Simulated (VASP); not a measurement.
These are vdW-DF2, VASP's PBE PAW potentials (set 64) (plane waves; VASP) values and carry that method's errors.

Input for VASP

KPOINTS:
```
k-points along high-symmetry lines
15
Line-mode
Reciprocal
  0.000000   0.000000   0.000000 ! GAMMA
  0.500000   0.000000   0.500000 ! X

  0.500000   0.000000   0.500000 ! X
  0.625000   0.250000   0.625000 ! U

  0.375000   0.375000   0.750000 ! K
  0.000000   0.000000   0.000000 ! GAMMA

  0.000000   0.000000   0.000000 ! GAMMA
  0.500000   0.500000   0.500000 ! L

  0.500000   0.500000   0.500000 ! L
  0.500000   0.250000   0.750000 ! W

  0.500000   0.250000   0.750000 ! W
  0.500000   0.000000   0.500000 ! X
```

### INCAR
```
! general
SYSTEM    =  Li2O
PREC      =  Accurate
ENCUT     =  520
LREAL     =  .FALSE.
LASPH     =  .TRUE.   ! aspherical one-centre terms
ICHARG    =  11

! electronic loop
EDIFF     =  1E-7
NELM      =  100
ALGO      =  Normal   ! blocked Davidson

! smearing
ISMEAR    =  0   ! Gaussian
SIGMA     =  0.05   ! width (eV)

! functional
GGA       =  ML
LUSE_VDW  =  .TRUE.
AGGAC     =  0.0
ZAB_VDW   =  -1.8867

! output
LWAVE     =  .FALSE.
LCHARG    =  .FALSE.
LORBIT    =  11   ! lm-projected
```

**POSCAR**
```
Li2O
1
    0.0000000000     2.3212677161     2.3212677161
    2.3212677161     0.0000000000     2.3212677161
    2.3212677161     2.3212677161     0.0000000000
Li O
2 1
Direct
  0.2500000000   0.2500000000   0.2500000000
  0.7500000000   0.7500000000   0.7500000000
  0.0000000000   0.0000000000   0.0000000000
```

POTCAR, in this order: Li_sv O (PBE.64 set). Program: vasp_std. Read from the step before: CHGCAR.

Output

**OSZICAR**
```
       N       E                     dE             d eps       ncg     rms          rms(c)
DAV:   1     0.437787762624E+02    0.43779E+02   -0.62572E+03  1800   0.130E+03
DAV:   2    -0.602305084284E+01   -0.49802E+02   -0.47115E+02  2196   0.227E+02
DAV:   3    -0.111022156750E+02   -0.50792E+01   -0.50574E+01  3136   0.600E+01
DAV:   4    -0.112120836839E+02   -0.10987E+00   -0.10980E+00  2354   0.890E+00
DAV:   5    -0.112134053993E+02   -0.13217E-02   -0.13216E-02  2682   0.833E-01
DAV:   6    -0.112134346169E+02   -0.29218E-04   -0.29218E-04  2350   0.720E-02
DAV:   7    -0.112134348756E+02   -0.25874E-06   -0.25873E-06  2700   0.697E-03
DAV:   8    -0.112134348792E+02   -0.35535E-08   -0.35740E-08  2230   0.573E-04
   1 F= -.11213435E+02 E0= -.11213435E+02  d E =-.619473E-19
```

OUTCAR:
```
 val. band max:        1.1290401207   @ k =   0.0000   0.0000   0.0000

 cond. band min:       6.4440836374   @ k =   0.5000   0.0000   0.5000



 k-point     1 :       0.0000    0.0000    0.0000
  band No.  band energies     occupation
      1     -43.1364      2.00000
      2     -42.8468      2.00000
      3     -14.2137      2.00000
      4       1.1290      2.00000
      5       1.1290      2.00000
      6       1.1290      2.00000
      7       6.6573      0.00000
      8      12.9516      0.00000
      9      12.9516      0.00000
     10      12.9516      0.00000

 k-point     2 :       0.0357    0.0000    0.0357
  band No.  band energies     occupation
      1     -43.1350      2.00000
      2     -42.8479      2.00000
      3     -14.2105      2.00000
      4       1.0935      2.00000
      5       1.1098      2.00000
      6       1.1098      2.00000
      7       6.7033      0.00000
      8      12.9629      0.00000
      9      12.9629      0.00000
     10      12.9876      0.00000

 k-point     3 :       0.0714    0.0000    0.0714
  band No.  band energies     occupation
      1     -43.1309      2.00000
      2     -42.8510      2.00000
      3     -14.2006      2.00000
      4       0.9932      2.00000
      5       1.0534      2.00000
      6       1.0534      2.00000
      7       6.8304      0.00000
      8      12.9984      0.00000
      9      12.9984      0.00000
     10      13.0960      0.00000

 k-point     4 :       0.1071    0.0000    0.1071
  band No.  band energies     occupation
      1     -43.1242      2.00000
      2     -42.8560      2.00000
      3     -14.1845      2.00000
      4       0.8440      2.00000
      5       0.9639      2.00000
      6       0.9639      2.00000
      7       7.0138      0.00000
      8      13.0597      0.00000
      9      13.0597      0.00000
     10      13.2741      0.00000

 k-point     5 :       0.1429    0.0000    0.1429
  band No.  band energies     occupation
...
```

The density is held fixed in this step, so its total energy and stress have no physical meaning.

The compound is Li2O in the antifluorite structure. It was relaxed first.
